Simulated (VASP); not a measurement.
Crystal: RuS2.

```
Ru S
1.0
     3.52118    0.00000    0.00000
    -1.76059    3.04943    0.00000
     0.00000    0.00000   11.36079
Ru S
2 4
Direct
  0.00000 0.00000 0.00000
  0.00000 0.00000 0.50000
  0.33333 0.66667 0.12600
  0.33333 0.66667 0.62600
  0.66667 0.33333 0.37400
  0.66667 0.33333 0.87400
```

The cell comes from a database or a generator and needn't be the stable form of this composition.

Base run:

```yaml
Program: VASP 6.6.1
Functional: r2SCAN
Potentials_or_basis: VASP PAW PBE potentials, release 64 (Ru_pv, S)
Cutoff: 520 eV
k_mesh: 6 × 6 × 2
Occupations: gaussian, width 0.05 eV
Spin: collinear spin, antiferromagnetic start
Starting_moments: "[1.0, -1.0, 0.0, 0.0, 0.0, 0.0] μB"
```

Its results: band gap on the k mesh none (metal or under the smearing width); pressure -12.4 GPa; net moment 0.00 μB per cell; site moments Ru +1.45, -1.45; S +0.12, -0.12 μB; largest force 1.376 eV/Å.

Problem. The run is repeated on the same cell with these changes: further incar settings from ALGO = Normal; EDIFF = 1e-06 to ALGO = Normal; EDIFF = 1e-06; NBANDS = 39; hubbard terms from none to Ru d U = 4 eV. What comes out?

Solution. Band gap on the k mesh 0.88 eV; pressure -6.3 GPa; net moment 0.00 μB per cell; site moments Ru +1.97, -1.97; S -0.01, +0.01 μB; largest force 1.148 eV/Å.

Caveats: the PAW data sets were made with another functional, which shifts forces and pressure a little.

A k mesh can miss the band edges.
